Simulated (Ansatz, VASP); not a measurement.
# GeBr2: VASP beside Ansatz, part 2 of 2

Aim: how closely do two programs agree when they are given the same cell, functional and k mesh? Of the first pair: The structure shown is the start of the Ansatz relaxation below; VASP solves that cell, so the two are compared at the walk's first step.

VASP 6.6.1 and Ansatz 0.2.0.

So far: Set-up; Ansatz: relaxation, PBE; VASP: single point, PBE, start cell, pair 1.

**3. VASP: single point, PBE, start cell, pair 1 (continued)**

Level of this step: PBE; plane waves and PAW (Br, Ge_d) (VASP).

Numbers of over 12 decimals in the logs are rounded to 6 here.

From OUTCAR (step 3):

```text
ion  position               nearest neighbor table
   1  0.000  0.000  0.375-   3 2.68   3 2.68   3 2.68
   2  0.667  0.333  0.271-   3 2.68   3 2.68   3 2.68
   3  0.333  0.667  0.323-   2 2.68   1 2.68   1 2.68   2 2.68   1 2.68   2 2.68

  LATTYP: Found a hexagonal cell.
 ALAT       =     3.7751110000
 C/A-ratio  =     7.9485180701

 Subroutine GETGRP returns: Found 12 space group operations
 (whereof  6 operations were pure point group operations)

The static configuration has the point symmetry C_3v.
 The point group associated with its full space group is D_3d.

 Found     10 irreducible k-points:

   k-points           NKPTS =     10   k-points in BZ     NKDIM =     10   number of bands    NBANDS=     20

   dimension x,y,z NGX =    28 NGY =   28 NGZ =  200
   dimension x,y,z NGXF=    56 NGYF=   56 NGZF=  400

   ENCUT  =  410.0 eV  30.13 Ry    5.49 a.u.   6.23  6.23 49.54*2*pi/ulx,y,z

   NELECT =      28.0000    total number of electrons

 k-points in reciprocal lattice and weights: Automatic mesh
   0.00000000  0.00000000  0.00000000       0.016
   0.12500000  0.00000000  0.00000000       0.094
   0.25000000  0.00000000  0.00000000       0.094
   0.37500000  0.00000000  0.00000000       0.094
   0.50000000  0.00000000  0.00000000       0.047
   0.12500000  0.12500000  0.00000000       0.094
   0.25000000  0.12500000  0.00000000       0.188
   0.37500000  0.12500000  0.00000000       0.188
   0.25000000  0.25000000  0.00000000       0.094
   0.37500000  0.25000000  0.00000000       0.094

 dipolmoment           0.000000      0.000000      0.000002 electrons x Angstroem

 average (electrostatic) potential at core
       1 -69.5119       2 -69.5119       3 -82.8217

 E-fermi :  -2.7711

 k-point     1 :       0.0000    0.0000    0.0000
  band No.  band energies     occupation
    ...
     10      -6.0033      2.00000
     11      -6.0033      2.00000
     12      -5.8516      2.00000
     13      -5.8516      2.00000
     14      -4.5492      2.00000
     15      -1.7936      0.00000
     16      -0.4952      0.00000
     17      -0.4952      0.00000
     18       1.2727      0.00000
     19       1.3535      0.00000
    ...

 k-point     2 :       0.1250    0.0000    0.0000
  band No.  band energies     occupation
    ...
     10      -6.5298      2.00000
     11      -6.3723      2.00000
     12      -6.3586      2.00000
     13      -5.7545      2.00000
     14      -4.0530      2.00000
     15      -1.2283      0.00000
     16      -0.5487      0.00000
     17      -0.2691      0.00000
     18       1.4981      0.00000
     19       1.5959      0.00000
    ...

 k-point     3 :       0.2500    0.0000    0.0000
  band No.  band energies     occupation
    ...
     10      -7.2171      2.00000
     11      -6.8799      2.00000
     12      -6.3954      2.00000
     13      -5.8398      2.00000
     14      -4.1543      2.00000
     15      -0.9796      0.00000
     16       0.1375      0.00000
     17       0.3105      0.00000
     18       1.8981      0.00000
     19       2.2776      0.00000
    ...

  Total        4.6595594      4.6595593      3.6564090      0.0000007      0.0000000      0.0000000
  in kB       20.1580939     20.1580935     15.8182845      0.0000031      0.0000000      0.0000000
  external PRESSURE =      18.7114906 kB  Pullay stress =       0.0000000 kB

  energy-cutoff  :      410.00
  volume of cell :      370.34
      direct lattice vectors                 reciprocal lattice vectors
     3.775111000  0.000000000  0.000000000     0.264892873  0.152935933  0.000000000
    -1.887555000  3.269342000  0.000000000     0.000000000  0.305871946  0.000000000
     0.000000000  0.000000000 30.006538000     0.000000000  0.000000000  0.033326070

 POSITION                                       TOTAL-FORCE (eV/Angst)
 -----------------------------------------------------------------------------------
      0.00000      0.00000     11.24914        -0.000000      0.000000      1.204468
      1.88756      1.08978      8.14586         0.000000     -0.000000     -1.204468
      0.00000      2.17956      9.69750         0.000000      0.000000      0.000000
 -----------------------------------------------------------------------------------
    total drift:                                0.000594      0.000010      0.000139

  FREE ENERGIE OF THE ION-ELECTRON SYSTEM (eV)
  ---------------------------------------------------
  free  energy   TOTEN  =        -9.1464685862 eV

  energy  without entropy=       -9.1464685860  energy(sigma->0) =       -9.14646859

 vacuum level on the upper side and lower side of the slab         1.766         1.766

 total charge
# of ion       s       p       d       tot
------------------------------------------
    1        1.623   3.228   0.027   4.878
    2        1.623   3.228   0.027   4.878
    3        1.439   0.655  10.053  12.147
--------------------------------------------------
tot          4.684   7.111  10.107  21.903

[... 3 further parts left out ...]
```

**4. Side by side**

Known differences besides the potentials themselves: Ansatz cuts the interaction across the vacuum, VASP repeats the sheet with a dipole correction (LDIPOL); the cutoff is 420 eV in Ansatz and 410 eV in VASP. Total energies have different zeros and are not compared.

Forces (eV/Å; atoms numbered as in POSCAR):

```
atom        Ansatz x, y, z          VASP x, y, z
 Br1   0.000, 0.000, 1.196   0.000, 0.000, 1.204
 Br2  0.000, 0.000, -1.196  0.000, 0.000, -1.204
 Ge3   0.000, 0.000, 0.000   0.000, 0.000, 0.000
```

The forces differ by 3.8 meV/Å r.m.s., which is 0.7 % of the r.m.s. force of 0.568 eV/Å (both taken over all components). Where the cell holds vacuum, a pressure given here is an average over it and none of the material.

**5. Ansatz: relaxation, PBE**

This run makes the geometry at which the two programs are then compared.

The structure compared here is the end of the Ansatz relaxation.

This is the run of step 2 again, met here at its other cell.

**6. VASP: single point, PBE, relaxed cell, pair 2**

The same cell, functional, mesh and smearing now go to VASP, with its own data sets.

File INCAR:

```
SYSTEM = GeBr2
PREC = Accurate
ENCUT = 410
EDIFF = 1E-06
NELM = 120
ISMEAR = -1
SIGMA = 0.05
LREAL = .FALSE.
ALGO = Normal
GGA = PE
NBANDS = 20
LORBIT = 11
LWAVE = .FALSE.
LCHARG = .FALSE.
ISIF = 2
LDIPOL = .TRUE.
IDIPOL = 3
DIPOL = 0.5 0.5 0.323
LVHAR = .TRUE.
LASPH = .TRUE.
GGA_COMPAT = .FALSE.
EFERMI = MIDGAP
NELMDL = -8
```

File POSCAR:

```
GeBr2
1.0
    4.0677888215      0.0000000031      0.0000000000
   -2.0338944134      3.5228084551      0.0000000000
    0.0000000000      0.0000000000     30.0065380924
Br Ge
2 1
Direct
    0.0000000000      0.0000000000      0.3767344325
    0.6666666667      0.3333333333      0.2696247023
    0.3333333333      0.6666666667      0.3231795674
```

File KPOINTS:

```
Automatic mesh
0
Gamma
8 8 1
0 0 0
```

PAW data sets: Br and Ge_d (PBE family, release 64).

Started as:

```bash
$ mpirun -np 1 vasp_std
```

The program printed:

```text
[... set-up lines as in an earlier step ...]
 entering main loop
       N       E                     dE             d eps       ncg     rms          rms(c)
DAV:   1     0.190369325967E+03    0.19037E+03   -0.10056E+04   480   0.978E+02
DAV:   2     0.196143444390E+02   -0.17075E+03   -0.16632E+03   572   0.212E+02
DAV:   3    -0.873284505409E+01   -0.28347E+02   -0.28221E+02   496   0.100E+02
DAV:   4    -0.974205682735E+01   -0.10092E+01   -0.10077E+01   504   0.263E+01
[...]
DAV:  20    -0.954017392471E+01   -0.52647E-05   -0.22006E-07   396   0.188E-03    0.398E-04
DAV:  21    -0.954017537222E+01   -0.14475E-05   -0.38690E-08   312   0.121E-03    0.148E-04
DAV:  22    -0.954017628140E+01   -0.90917E-06   -0.33842E-08   336   0.821E-04
   1 F= -.95401763E+01 E0= -.95401763E+01  d E =-.321918E-10
```

From OUTCAR (step 6):

```text
  Total       -0.0615790     -0.0615790     -0.0701718     -0.0000000      0.0000000     -0.0000000
  in kB       -0.2294457     -0.2294457     -0.2614626     -0.0000000      0.0000000     -0.0000000
  external PRESSURE =      -0.2401180 kB  Pullay stress =       0.0000000 kB

 POSITION                                       TOTAL-FORCE (eV/Angst)
 -----------------------------------------------------------------------------------
      0.00000      0.00000     11.30450         0.000000      0.000000      0.003250
      2.03389      1.17427      8.09050         0.000000     -0.000000     -0.003250
     -0.00000      2.34854      9.69750        -0.000000      0.000000      0.000000
 -----------------------------------------------------------------------------------
    total drift:                                0.000001     -0.000000      0.000280

  FREE ENERGIE OF THE ION-ELECTRON SYSTEM (eV)
  ---------------------------------------------------
  free  energy   TOTEN  =        -9.5401762814 eV

  energy  without entropy=       -9.5401762814  energy(sigma->0) =       -9.54017628

[... 1 part as in an earlier step ...]

[... 2 further parts left out ...]
[key lines of the parts left out:]
E-fermi :  -3.8671
```

**7. Comparison**

The two programs side by side:

```
              quantity  Ansatz   VASP  difference
gap on the k mesh (eV)   2.336  2.335      +0.002
```

The largest component of a force difference here is 5 meV/Å. A gap on the mesh is an upper bound, since the band edges may lie between its points. Where the cell holds vacuum, a pressure given here is an average over it and none of the material.

**8. Outcome**

- r.m.s. force difference (single point, PBE, start cell, pair 1): 0.67 % of the r.m.s. force
- difference in gap on the k mesh (single point, PBE, relaxed cell, pair 2): 0.0015 eV

In words: The r.m.s. force difference is 0.67 % of the r.m.s. force (single point, PBE, start cell, pair 1), within the 3 % picked in this series as the mark of a large difference. Such differences can come from data sets, numerical settings and the points named under the comparisons, not from the functional's error against experiment.

[Lines on the potential files, build, host, timing and source positions are cut from VASP's logs without a mark.]

[Logs are printed without paths, hosts, clocks, repeated set-up lines and the standing remarks that a program may print on its own settings, such as how far it seeks lower states.]

[Hosts, paths, dates, database ids (printed as entryN), source tags and the programs' standing remarks are cut or masked in the printed files.]
